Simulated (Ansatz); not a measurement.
Start from AlSb in the zinc blende structure (space group F-43m, No. 216; a = 6.157 Å).

Level of theory: PBEsol (Ansatz, a quantum-chemistry and plane-wave program), spin-orbit coupling left out, earlier PAW set.

Before the change:

| Quantity | Value |
|---|---|
| Hole mass | 0.086, 0.35, 0.35 mₑ (at Γ) |

It is then changed as follows: the cell is scaled by 0.9546 in all directions, atoms relaxed at fixed cell.

Q: What happens to the energy relative to the base?

A: The energy goes up by 106 meV/atom.

Q: How does this affect the hole mass?

A: The hole mass (degenerate bands, along [100]) goes from 0.086, 0.35, 0.35 mₑ (at Γ) to 0.13, 0.31, 0.31 mₑ (at Γ).

Spin-orbit coupling, missing from the scalar runs, can matter with Sb. The levels and masses belong to the bands next to the band gap. The cells carry an imposed strain or load. Effective masses come from finite differences of ±0.01 Å⁻¹. No phonon test of stability was made.
